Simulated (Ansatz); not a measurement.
All numbers below come from DFT PBE, scalar-relativistic, plane waves, PAW in Ansatz 0.2.0. Settings: cutoff 420 eV, Γ-centred meshes spaced at most about 0.3 Å⁻¹, and about 0.25 Å⁻¹ or finer for metals (2π included), Gaussian smearing. No spin polarisation in the final relaxations.

Temperature and zero-point effects are left out.

Compare these two cells of SnTe, each relaxed at this level.

A.

```xyz
4
Lattice="4.4440 0.0000 0.0000 -2.2220 3.8486 0.0000 0.0000 0.0000 7.8578" Properties=species:S:1:pos:R:3 pbc="T T T"
Sn    0.0000    0.0000    0.0000
Sn    0.0000    0.0000    3.9289
Te    0.0000    2.5658    1.9644
Te    2.2220    1.2829    5.8933
```

B.

```xyz
4
Lattice="4.3989 0.0000 0.0000 -2.1995 3.8096 0.0000 0.0000 0.0000 8.3496" Properties=species:S:1:pos:R:3 pbc="T T T"
Sn    0.0000    0.0000    8.1518
Sn    0.0000    0.0000    3.9770
Te    0.0000    2.5397    6.4595
Te    2.1995    1.2699    2.2847
```

Task: Which form is favoured at zero pressure, and by what margin per atom?

Result: B is lower, by 8 meV/atom. The two are nearly one structure: a small distortion parts them. A has the nickel arsenide type, space group P6_3/mmc (No. 194), 33.6 Å³/atom and no gap on its mesh; B has space group P6_3mc (No. 186), 35.0 Å³/atom and no gap. Counting Te atoms around Sn (those within 1.25 times the shortest such distance or 1.15 times the sum of covalent radii; a plus sign parts nearer from farther groups), A has Sn 6 and B has Sn 3+3. The lower one is the more open, so pressure narrows the difference. Both come from invented guesses. The part of the Crystallography Open Database at hand lists SnTe in space group No. 225, which no cell shown has.

The k mesh leaves some 4 meV/atom of noise in the energy of each metallic cell. These runs have no spin–orbit coupling, which can matter for Te. The zero gap of P6_3/mmc, P6_3mc may come from the functional, which often closes small gaps. Cells relaxed within their symmetry can be saddle points. The P6_3mc cell of SnTe came from shaking the P6_3/mmc one.

The small energy gain in B accompanies an off-centre shift of Sn that splits six equal Sn–Te contacts into three shorter and three longer ones. This is the usual signature of a Sn(II) lone pair: once inversion symmetry at Sn is lost, Sn 5p can mix into the filled antibonding states formed from Sn 5s and Te 5p. The gain is probably modest because Te 5p lies far above Sn 5s, which makes the lone pair less stereochemically active than in the oxide or sulfide. The cell lengthens from 7.8578 to 8.3496 Å along the polar axis while the basal plane contracts slightly, so the extra volume comes from the weaker contacts between layers. Compression should therefore favour the more regular coordination.

The preference for B is tentative, since the margin is barely resolved. It ranks only two related hexagonal arrangements and doesn't identify the ground state of SnTe, which is known as rock salt with a slight rhombohedral distortion at low temperature.
